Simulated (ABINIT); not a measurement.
Crystal: ZnO (zincite).

```
CELL_PARAMETERS angstrom
3.24931 0.00000 0.00000
-1.62465 2.81398 0.00000
0.00000 0.00000 5.20571
ATOMIC_POSITIONS crystal
Zn 0.66667 0.33333 0.00000
Zn 0.33333 0.66667 0.50000
O 0.33333 0.66667 0.87901
O 0.66667 0.33333 0.37901
```

Base run:

* Program: ABINIT 10.8.3 (patched build)
* Functional: PW91
* Potentials or basis: JTH PAW PBE v2.0
* Cutoff: 762 eV
* k mesh: 9 × 9 × 5
* Occupations: fermi-dirac, width 0.05 eV
* Spin: no spin polarisation

Its results: band gap on the k mesh 0.81 eV, direct; pressure 3.4 GPa; largest force 0.069 eV/Å.

**Question.** After a change of settings the same cell gave: band gap on the k mesh 0.81 eV, direct; pressure -1.5 GPa; largest force 0.064 eV/Å. Which change was it?
A. functional from PW91 to revPBE
B. functional from PW91 to RPBE
C. functional from PW91 to SCAN
D. functional from PW91 to AM05

**Answer.** D.

AM05 binds more tightly than PW91, so the same cell stands under less pressure.

Caveats: the PAW data sets were made with another functional, which shifts forces and pressure a little.
